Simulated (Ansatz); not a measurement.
# HfN (zincblende type): how the settings move a single-point run

Question: which choices in the input matter for HfN (zincblende type)?

Computed with Ansatz 0.2.0 (reference: DFT, PBE, norm-conserving pseudopotentials, Ansatz's default files, scalar-relativistic, unless a step's input says otherwise).

1 further run of the same task is left out (it didn't finish). Runs told in other sessions of the task aren't counted.

## (1) The system as given

Symmetry: F-43m, No. 216, cubic system. Conventional cell: a = 4.258 Å, b = 4.258 Å, c = 4.258 Å, α = 90.00°, β = 90.00°, γ = 90.00°. Hf (site symmetry -43m) has 4 N at 1.84 Å in its first shell of neighbours. N (site symmetry -43m) has 4 Hf at 1.84 Å in its first shell of neighbours.

Structure file:

```xyz
2
Lattice="0.0000 2.1291 2.1291 2.1291 0.0000 2.1291 2.1291 2.1291 0.0000" Properties=species:S:1:pos:R:3 pbc="T T T"
Hf    0.0000    0.0000    0.0000
N     1.0646    1.0646    1.0646
```

## (2) The reference run

input.yaml

```yaml
crystal:
  lattice:
    - [0.0, 2.1291313022, 2.1291313022]
    - [2.1291313022, 0.0, 2.1291313022]
    - [2.1291313022, 2.1291313022, 0.0]
  atoms:
    - { symbol: Hf, position: [0.0, 0.0, 0.0] }
    - { symbol: "N", position: [0.25, 0.25, 0.25] }
kpoints:
  mp_grid: { grid: [14, 14, 14] }
scf:
  occupations: { method: fermi_dirac, width: 0.08 }
hamiltonian:
  xc: pbe
  pseudopotentials: { kind: nc }
output:
  forces: true
  stress: true
  eigenvalues: true
```

Started as:

```console
> ansatz run input.yaml --threads 1 --pin off --max-ram 2048MiB --backend cpu --events-out ev --progress --plain --runs-dir out
```

## (3) Changing settings: hubbard.sites [{species: Hf, l: d, u_eff: 2.0}], hubbard.double_counting amf, ecutwfc 250 eV

Changes to input.yaml since step 2:

```diff
@@ -15,2 +15,3 @@
   pseudopotentials: { kind: nc }
+  hubbard: { sites: [{ species: Hf, l: d, u_eff: 2.0 }], double_counting: amf }
 output:
@@ -19 +20,3 @@
   eigenvalues: true
+basis:
+  ecutwfc: "250 eV"
```

What does the calculation give? Wanted: for each run, ending; energy change; pressure; gap; force.

**Answer**, as computed:

| run | ending | energy change | pressure (GPa) | gap (eV) | force (eV/Å) | cycles | time |
| --- | --- | --- | --- | --- | --- | --- | --- |
| reference | converged | 0 | 191.9 | 0.00 | 0.00 | 8 | 19 s |
| 1: hubbard.sites [{species: Hf, l: d, u_eff: 2.0}], hubbard.double_counting amf, ecutwfc 250 eV | converged | +299.79 eV/atom (Hubbard term changed: no physical gain or loss) | 445.0 | 0.00 | 0.00 | 8 | 3.6 s |

Residual by cycle in the longest SCF loop of each run; runs are numbered as in the table. The quantity is the density residual dr2, in eV.

| cycle | reference | run 1 |
| --- | --- | --- |
| 1 | 2.95 | 683 |
| 2 | 0.486 | 149 |
| 3 | 0.0643 | 1.14 |
| 4 | 0.00174 | 0.0604 |
| 5 | 7.8e-5 | 0.00174 |
| 6 | 3.2e-6 | 2.4e-5 |
| 7 | 1.4e-7 | 8.0e-7 |
| 8 | 2.7e-9 | 1.6e-8 |

What this shows: Changing the Hubbard U, double counting of the Hubbard term and cutoff moves the energy by +299.79 eV/atom, and the pressure goes from 191.9 to 445.0 GPa. The U term adds an energy of its own, so the shift says nothing about which run is better. The log warns that the cutoff is under what these potentials recommend, so the shift holds truncation error. Cost: 3.6 s against 19 s. Run 1 ran under the cutoff that the potentials recommend, as the log warns, so basis error is mixed into its values. A changed U is a change of model: its shifts are not errors of convergence. The structure is not at rest: the sound run finds 192 GPa, so these are no properties of the relaxed crystal. 
